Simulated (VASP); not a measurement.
## BN (P6_3mc): a series in a change of volume

Wanted: the response of BN to a change of volume, as a table, with a fit that predicts a row left out.

Program: VASP 6.6.1. Level of theory: PBEsol; plane waves and PAW (B, N); cell typed or built by script, in the first sound run; inputs show where later runs differ. Results are calculated unless marked as measured.

**1. Set-up**

It takes space group P6_3mc (No. 186, hexagonal). The conventional cell has a = 2.550 Å, b = 2.550 Å, c = 4.220 Å, α = 90.00°, β = 90.00°, γ = 120.00°. Nearest to B lie 4 N at 1.56 to 1.59 Å. N has 4 B at 1.56 to 1.59 Å nearest. Farther neighbours and most contacts between anions are not listed.

**2. Relax the crystal, PBEsol**

The series starts from the cell that this level prefers, so that zero strain is near zero stress.

This step took 2 runs in a row; the last is shown.

Level: PBEsol; plane waves and PAW (B, N); cell typed or built by script.

Input file INCAR:

```
SYSTEM = BN
PREC = Accurate
ENCUT = 600
EDIFF = 1E-07
NELM = 120
ISMEAR = 0
SIGMA = 0.02
LREAL = .FALSE.
ALGO = Normal
GGA = PS
NBANDS = 14
LASPH = .TRUE.
LORBIT = 11
LWAVE = .FALSE.
LCHARG = .FALSE.
KPAR = 16
IBRION = 2
NSW = 40
ISIF = 3
EDIFFG = -0.005
POTIM = 0.4
```

Input file POSCAR:

```
BN
1.0
    2.5415830991      0.0000000000      0.0000000000
   -1.2707915495      2.2010755300      0.0000000000
    0.0000000000      0.0000000000      4.2038538331
B N
2 2
Direct
    0.3333333333      0.6666666667      0.0013003609
    0.6666666667      0.3333333333      0.5013003609
    0.3333333333      0.6666666667      0.3756996391
    0.6666666667      0.3333333333      0.8756996391
```

Input file KPOINTS:

```
Automatic mesh
0
Gamma
13 13 7
0 0 0
```

Potentials, in the order of the species: B and N (PBE family, release 64).

Launch:

```console
> mpirun -np 16 vasp_std
```

What it wrote:

```text
[banner, memory and clock lines left out]
running   16 mpi-ranks, on    1 nodes
[...]
|                                                                             |
|           W    W    AA    RRRRR   N    N  II  N    N   GGGG   !!!           |
|           W    W   A  A   R    R  NN   N  II  NN   N  G    G  !!!           |
|           W    W  A    A  R    R  N N  N  II  N N  N  G       !!!           |
|           W WW W  AAAAAA  RRRRR   N  N N  II  N  N N  G  GGG   !            |
|           WW  WW  A    A  R   R   N   NN  II  N   NN  G    G                |
|           W    W  A    A  R    R  N    N  II  N    N   GGGG   !!!           |
|                                                                             |
|     For optimal performance we recommend to set                             |
|       NCORE = 2 up to number-of-cores-per-socket                            |
|     NCORE specifies how many cores store one orbital (NPAR=cpu/NCORE).      |
|     This setting can greatly improve the performance of VASP for DFT.       |
[...]
|     You enforced a specific xc type in the INCAR file but a different       |
|     [... a line on the potential file left out ...]
|     I HOPE YOU KNOW WHAT YOU ARE DOING!                                     |
|                                                                             |

 LDA part: xc-table for (Slater+PW92), standard interpolation
 POSCAR, INCAR and KPOINTS ok, starting setup
[...]
entering main loop
       N       E                     dE             d eps       ncg     rms          rms(c)
DAV:   1     0.502488292399E+02    0.50249E+02   -0.92410E+03  2360   0.125E+03
DAV:   2    -0.355717389364E+02   -0.85821E+02   -0.79309E+02  3222   0.283E+02
DAV:   3    -0.385385934939E+02   -0.29669E+01   -0.29529E+01  3300   0.493E+01
DAV:   4    -0.385516981450E+02   -0.13105E-01   -0.13103E-01  2466   0.350E+00
[...]
DAV:  11    -0.366335002845E+02    0.16301E-05   -0.33028E-05  3000   0.520E-02    0.107E-02
DAV:  12    -0.366335008524E+02   -0.56790E-06   -0.32561E-06  3102   0.177E-02    0.170E-03
DAV:  13    -0.366335009159E+02   -0.63503E-07   -0.79821E-08  2040   0.324E-03
   1 F= -.36633501E+02 E0= -.36633501E+02  d E =-.366335E+02
[...]
reached required accuracy - stopping structural energy minimisation
```

The job ended after 5.4 s (16 MPI ranks of Intel Xeon Platinum 8259CL at 2.50GHz (Skylake/Cascade Lake), shared host; peak memory 2.5 GiB).

The logs omit lines about the potential files and the build; timing stands in the text.

From OUTCAR (step 2):

```text
  Total        0.0103145      0.0103145      0.0173193      0.0000000      0.0000000     -0.0000000
  in kB        0.7027008      0.7027008      1.1799246      0.0000000      0.0000000     -0.0000000
  external PRESSURE =       0.8617754 kB  Pullay stress =       0.0000000 kB

 POSITION                                       TOTAL-FORCE (eV/Angst)
 -----------------------------------------------------------------------------------
     -0.00000      1.46738      0.00547        -0.000000      0.000000     -0.004413
      1.27079      0.73369      2.10739         0.000000     -0.000000     -0.004413
     -0.00000      1.46738      1.57939        -0.000000     -0.000000      0.004413
      1.27079      0.73369      3.68131         0.000000      0.000000      0.004413
 -----------------------------------------------------------------------------------
    total drift:                               -0.000000      0.000000     -0.000261

  FREE ENERGIE OF THE ION-ELECTRON SYSTEM (eV)
  ---------------------------------------------------
  free  energy   TOTEN  =       -36.6335009159 eV

  energy  without entropy=      -36.6335009159  energy(sigma->0) =      -36.63350092

 reached required accuracy - stopping structural energy minimisation

[... 3 further parts left out ...]
[key lines of the parts left out:]
E-fermi :   7.6810
```

Read from the output:

| Quantity | Value |
| --- | --- |
| energy(sigma→0) of the program | -36.6335 eV |
| stress, compression positive | xx, yy, zz 0.07, 0.07, 0.12 GPa |
| volume | 23.517 Å³ |
| ionic steps | 1 |

**3. Relax at fixed volume, PBEsol**

One member in full: the volume is scaled by 0.94, and shape and atoms relax at that volume.

Level: PBEsol; plane waves and PAW (B, N); cell typed or built by script.

Changes to INCAR since step 2:

```diff
@@ -15,7 +15,7 @@
 LCHARG = .FALSE.
-KPAR = 16
+KPAR = 4
 IBRION = 2
 NSW = 40
-ISIF = 3
-EDIFFG = -0.005
+ISIF = 4
+EDIFFG = -0.004
 POTIM = 0.4
```

Input file POSCAR:

```
BN
1.0
    2.4896994980      0.0000000000      0.0000000000
   -1.2448497490      2.1561430134      0.0000000000
    0.0000000000      0.0000000000      4.1180368180
B N
2 2
Direct
    0.3333333333      0.6666666667      0.0013003609
    0.6666666667      0.3333333333      0.5013003609
    0.3333333333      0.6666666667      0.3756996391
    0.6666666667      0.3333333333      0.8756996391
```

KPOINTS is that of step 2.

Launch:

```console
> mpirun -np 4 vasp_std
```

What it wrote:

```text
[banner, memory and clock lines left out]
running    4 mpi-ranks, on    1 nodes
[...]
[... a notice as in an earlier step ...]

 LDA part: xc-table for (Slater+PW92), standard interpolation
 POSCAR, INCAR and KPOINTS ok, starting setup
[...]
entering main loop
       N       E                     dE             d eps       ncg     rms          rms(c)
DAV:   1     0.527178439776E+02    0.52718E+02   -0.95138E+03  2360   0.127E+03
DAV:   2    -0.357465966866E+02   -0.88464E+02   -0.81888E+02  3254   0.291E+02
DAV:   3    -0.386352187439E+02   -0.28886E+01   -0.28748E+01  3300   0.485E+01
DAV:   4    -0.386465348691E+02   -0.11316E-01   -0.11314E-01  2484   0.330E+00
[...]
DAV:  11    -0.365149855633E+02    0.19086E-05   -0.30927E-05  2982   0.508E-02    0.116E-02
DAV:  12    -0.365149859784E+02   -0.41502E-06   -0.31216E-06  3060   0.175E-02    0.161E-03
DAV:  13    -0.365149860243E+02   -0.45890E-07   -0.76301E-08  2010   0.318E-03
   1 F= -.36514986E+02 E0= -.36514986E+02  d E =-.365150E+02
[... from here on, the cycles between the ionic steps are left out ...]
   2 F= -.36514997E+02 E0= -.36514997E+02  d E =-.106882E-04
   3 F= -.36515073E+02 E0= -.36515073E+02  d E =-.867730E-04
   4 F= -.36515076E+02 E0= -.36515076E+02  d E =-.323667E-05
 trial-energy change:   -0.000003  1 .order   -0.000003   -0.000012    0.000006
 step:   0.6047(harm=  0.6047)  dis= 0.00003  next Energy=   -36.515077 (dE=-0.407E-05)
 reached required accuracy - stopping structural energy minimisation
```

It took 23 s on 4 MPI ranks; peak memory 0.58 GiB; 62 s of CPU time.

From OUTCAR (step 3):

```text
  Total        3.7278577      3.7278577      3.7063723      0.0000000      0.0000000      0.0000000
  in kB      270.1812351    270.1812352    268.6240553      0.0000000      0.0000000      0.0000000
  external PRESSURE =     269.6621752 kB  Pullay stress =       0.0000000 kB

 POSITION                                       TOTAL-FORCE (eV/Angst)
 -----------------------------------------------------------------------------------
     -0.00000      1.43707      0.00621        -0.000000      0.000000      0.001514
      1.24454      0.71853      2.06626        -0.000000     -0.000000      0.001514
     -0.00000      1.43707      1.54707         0.000000     -0.000000     -0.001514
      1.24454      0.71853      3.60712         0.000000     -0.000000     -0.001514
 -----------------------------------------------------------------------------------
    total drift:                                0.000000      0.000000     -0.000130

  FREE ENERGIE OF THE ION-ELECTRON SYSTEM (eV)
  ---------------------------------------------------
  free  energy   TOTEN  =       -36.5150760339 eV

  energy  without entropy=      -36.5150760339  energy(sigma->0) =      -36.51507603

[... 2 parts as in an earlier step ...]

[... 2 further parts left out ...]
[key lines of the parts left out:]
E-fermi :   8.5161
```

Read from the output:

- energy(sigma→0) of the program: -36.5151 eV
- stress, compression positive: xx, yy, zz 27.02, 27.02, 26.86 GPa
- ionic steps: 4

**4. Band edges, TB-mBJ with spin-orbit coupling**

Short lines in KPOINTS_OPT sample the zone centre, for masses, and the other valleys.

Level: TB-mBJ, spin-orbit coupling; plane waves and PAW (B, N); cell typed or built by script.

TB-mBJ has no energy functional, so the total energy, stress and pressure in this output mean nothing.

Input file INCAR:

```
SYSTEM = BN
PREC = Accurate
ENCUT = 600
EDIFF = 1E-06
NELM = 150
ISMEAR = 0
SIGMA = 0.02
LREAL = .FALSE.
ALGO = Normal
METAGGA = MBJ
LASPH = .TRUE.
LNONCOLLINEAR = .TRUE.
MAGMOM = 0 0 0 0 0 0 0 0 0 0 0 0
NBANDS = 26
GGA_COMPAT = .FALSE.
LSORBIT = .TRUE.
LWAVE = .FALSE.
LCHARG = .FALSE.
KPAR = 4
```

Input file POSCAR:

```
BN
1.0
    2.4890755423      0.0000000000      0.0000000000
   -1.2445377712      2.1556026520      0.0000000000
    0.0000000000      0.0000000000      4.1201016765
B N
2 2
Direct
    0.3333333333      0.6666666667      0.0015063480
    0.6666666667      0.3333333333      0.5015063480
    0.3333333333      0.6666666667      0.3754936520
    0.6666666667      0.3333333333      0.8754936520
```

Input file KPOINTS:

```
Automatic mesh
0
Gamma
11 11 6
0 0 0
```

Input file KPOINTS_OPT:

```
Line mode
6
Line-mode
Reciprocal
  0.00000000   0.00000000   0.00000000
  0.00000000   0.00000000   0.03278673

  0.00000000   0.00000000   0.00000000
 -0.01980743   0.00990372   0.00000000

  0.50000000   0.00000000   0.00000000
  0.50000000   0.00000000   0.50000000

  0.33333333   0.33333333   0.00000000
  0.33333333   0.33333333   0.50000000
```

Launch:

```console
> mpirun -np 4 vasp_ncl
```

What it wrote:

```text
[banner, memory and clock lines left out]
running    4 mpi-ranks, on    1 nodes
[...]
[... a notice as in an earlier step ...]

 LDA part: xc-table for (None), standard interpolation
 POSCAR, INCAR and KPOINTS ok, starting setup
[...]
entering main loop
       N       E                     dE             d eps       ncg     rms          rms(c)
DAV:   1     0.977366784171E+02    0.97737E+02   -0.93314E+03  4992   0.137E+03
DAV:   2    -0.243797438932E+01   -0.10017E+03   -0.94604E+02  6502   0.328E+02
DAV:   3    -0.613316282407E+01   -0.36952E+01   -0.36764E+01  6860   0.587E+01
DAV:   4    -0.615502141789E+01   -0.21859E-01   -0.21839E-01  6300   0.474E+00
[...]
DAV:  49    -0.777780277289E+00    0.35013E-05   -0.97854E-13  2622   0.134E-05    0.884E-06
DAV:  50    -0.777782645108E+00   -0.23678E-05   -0.64817E-13  2606   0.151E-05    0.583E-06
DAV:  51    -0.777782474849E+00    0.17026E-06    0.28975E-13  2622   0.813E-06
   1 F= -.77778247E+00 E0= -.77778247E+00  d E =-.352762E-51  mag=    -0.0000     0.0000    -0.0000
 Start KPOINTS_OPT (optional k-point list driver)
k-point batch [1-24\24]
       N       E                     dE             ncg
DAV:   1     0.290963418663E+04   -0.80862E+04     1248
DAV:   2     0.431995296985E+03   -0.24776E+04     1734
DAV:   3     0.340328474463E+03   -0.91667E+02     1680
DAV:   4     0.339679459522E+03   -0.64901E+00     1488
DAV:   5     0.339668403525E+03   -0.11056E-01     1662
DAV:   6     0.339668097881E+03   -0.30564E-03     1480
DAV:   7     0.339668087895E+03   -0.99862E-05     1432
DAV:   8     0.339668087565E+03   -0.32968E-06     1130
```

It took 5.1 min on 4 MPI ranks; peak memory 1.4 GiB; 14 min of CPU time.

From OUTCAR (step 4):

```text
  LATTYP: Found a hexagonal cell.
 ALAT       =     2.4890755423
 C/A-ratio  =     1.6552738583

 Subroutine GETGRP returns: Found 12 space group operations
 (whereof  6 operations were pure point group operations)

The static configuration has the point symmetry C_3v.
 The point group associated with its full space group is C_6v.

 Found     96 irreducible k-points:

   k-points           NKPTS =     96   k-points in BZ     NKDIM =     96   number of bands    NBANDS=     26

   dimension x,y,z NGX =    20 NGY =   20 NGZ =   36
   dimension x,y,z NGXF=    40 NGYF=   40 NGZF=   72

   ENCUT  =  600.0 eV  44.10 Ry    6.64 a.u.   4.97  4.97  8.23*2*pi/ulx,y,z

   NELECT =      16.0000    total number of electrons

 E-fermi :   8.5161

 k-point     1 :       0.0000    0.0000    0.0000
  band No.  band energies     occupation
    ...
     12       7.9791      1.00000
     13       8.2955      1.00000
     14       8.2955      1.00000
     15       8.3088      1.00000
     16       8.3088      1.00000
     17      18.4180      0.00000
     18      18.4180      0.00000
     19      18.4223      0.00000
     20      18.4223      0.00000
     21      18.7736      0.00000
    ...

 k-point     2 :       0.0909    0.0000    0.0000
  band No.  band energies     occupation
    ...
     12       7.6044      1.00000
     13       7.8068      1.00000
     14       7.8106      1.00000
     15       8.1123      1.00000
     16       8.1123      1.00000
     17      18.1440      0.00000
     18      18.1457      0.00000
     19      18.8151      0.00000
     20      18.8151      0.00000
     21      19.0501      0.00000
    ...

  Total       -7.3717022     -7.3717022     -7.7148661      0.0000000      0.0000000      0.0000000
  in kB     -534.2735127   -534.2735129   -559.1447570      0.0000000      0.0000000      0.0000000
  external PRESSURE =    -542.5639275 kB  Pullay stress =       0.0000000 kB

  energy-cutoff  :      600.00
  volume of cell :       22.11
      direct lattice vectors                 reciprocal lattice vectors
     2.489075542  0.000000000  0.000000000     0.401755585  0.231953695  0.000000000
    -1.244537771  2.155602652  0.000000000     0.000000000  0.463907390  0.000000000
     0.000000000  0.000000000  4.120101677     0.000000000  0.000000000  0.242712457

 POSITION                                       TOTAL-FORCE (eV/Angst)
 -----------------------------------------------------------------------------------
     -0.00000      1.43707      0.00621        -0.000000      0.000000     -0.176726
      1.24454      0.71853      2.06626         0.000000     -0.000000     -0.176726
     -0.00000      1.43707      1.54707         0.000000     -0.000000      0.176726
      1.24454      0.71853      3.60712        -0.000000      0.000000      0.176726
 -----------------------------------------------------------------------------------
    total drift:                               -0.000000      0.000000     -0.352614

  FREE ENERGIE OF THE ION-ELECTRON SYSTEM (eV)
  ---------------------------------------------------
  free  energy   TOTEN  =        -0.7777824748 eV

  energy  without entropy=       -0.7777824748  energy(sigma->0) =       -0.77778247

 Spin-Orbit-Coupling matrix elements
 Ion:    1  E_soc:     -0.0000029
 Ion:    2  E_soc:     -0.0000029
 Ion:    3  E_soc:     -0.0000406
 Ion:    4  E_soc:     -0.0000406

[... 7 further parts left out ...]
```

**5. Band edges, r2SCAN**

Short lines in KPOINTS_OPT sample the zone centre, for masses, and the other valleys.

Level: r2SCAN; plane waves and PAW (B, N); cell typed or built by script.

Input file INCAR:

```
SYSTEM = BN
PREC = Accurate
ENCUT = 600
EDIFF = 1E-06
NELM = 100
ISMEAR = 0
SIGMA = 0.02
LREAL = .FALSE.
ALGO = Normal
METAGGA = R2SCAN
LASPH = .TRUE.
NBANDS = 13
LWAVE = .FALSE.
LCHARG = .FALSE.
KPAR = 4
```

POSCAR is that of step 4.

KPOINTS is that of step 4.

KPOINTS_OPT is that of step 4.

Launch:

```console
> mpirun -np 4 vasp_std
```

What it wrote:

```text
[... set-up lines as in an earlier step ...]
 entering main loop
       N       E                     dE             d eps       ncg     rms          rms(c)
DAV:   1     0.524773003190E+02    0.52477E+02   -0.98147E+03  1672   0.140E+03
DAV:   2    -0.418088770059E+02   -0.94286E+02   -0.87760E+02  2295   0.314E+02
DAV:   3    -0.447662725852E+02   -0.29574E+01   -0.29456E+01  2294   0.529E+01
DAV:   4    -0.447811119637E+02   -0.14839E-01   -0.14835E-01  1829   0.391E+00
[...]
DAV:  11    -0.381318828537E+02    0.52363E-04   -0.17203E-04  2102   0.119E-01    0.164E-02
DAV:  12    -0.381318842620E+02   -0.14084E-05   -0.97163E-06  2067   0.313E-02    0.529E-03
DAV:  13    -0.381318847298E+02   -0.46781E-06   -0.13199E-06  1302   0.104E-02
   1 F= -.38131885E+02 E0= -.38131885E+02  d E =-.183691E-17
 Start KPOINTS_OPT (optional k-point list driver)
k-point batch [1-24\24]
       N       E                     dE             ncg
DAV:   1     0.335745130244E+04   -0.89649E+04      624
DAV:   2     0.100740169086E+04   -0.23500E+04      910
DAV:   3     0.930225418195E+03   -0.77176E+02      854
DAV:   4     0.929635653136E+03   -0.58977E+00      674
DAV:   5     0.929626040865E+03   -0.96123E-02      834
DAV:   6     0.929625725417E+03   -0.31545E-03      727
DAV:   7     0.929625712669E+03   -0.12749E-04      715
DAV:   8     0.929625712156E+03   -0.51219E-06      553
```

Run time: 32 s. Hardware: 4 MPI ranks; peak memory 0.61 GiB; 89 s of CPU time.

From OUTCAR (step 5):

```text
  Total        4.1422929      4.1422929      4.0956369     -0.0000000      0.0000000     -0.0000000
  in kB      300.2179588    300.2179589    296.8365050     -0.0000000      0.0000000     -0.0000000
  external PRESSURE =     299.0908076 kB  Pullay stress =       0.0000000 kB

 POSITION                                       TOTAL-FORCE (eV/Angst)
 -----------------------------------------------------------------------------------
     -0.00000      1.43707      0.00621         0.000000     -0.000000     -0.010479
      1.24454      0.71853      2.06626        -0.000000      0.000000     -0.010479
     -0.00000      1.43707      1.54707         0.000000      0.000000      0.010479
      1.24454      0.71853      3.60712        -0.000000     -0.000000      0.010479
 -----------------------------------------------------------------------------------
    total drift:                                0.000000      0.000000      0.000250

  FREE ENERGIE OF THE ION-ELECTRON SYSTEM (eV)
  ---------------------------------------------------
  free  energy   TOTEN  =       -38.1318847298 eV

  energy  without entropy=      -38.1318847298  energy(sigma->0) =      -38.13188473

[... 1 part as in an earlier step ...]

[... 2 further parts left out ...]
[key lines of the parts left out:]
E-fermi :   8.3839
```

Read from the output:

```
energy(sigma→0) of the program : -38.1319 eV
stress, compression positive   : xx, yy, zz 30.02, 30.02, 29.68 GPa
```

The run ends at a pressure of 29.91 GPa, with forces up to 0.010 eV/Å.

(Part 1 of 2 ends here.)

[Lines on the potential files, build, host, timing and source positions are cut from VASP's logs without a mark.]

[Logs are printed without paths, hosts, clocks, repeated set-up lines and the standing remarks that a program may print on its own settings, such as how far it seeks lower states.]

[Hosts, paths, dates, database ids (printed as entryN), source tags and the programs' standing remarks are cut or masked in the printed files.]

[In band tables of VASP the shares of atoms and orbitals are scaled to a sum of 1 inside the atoms' spheres.]
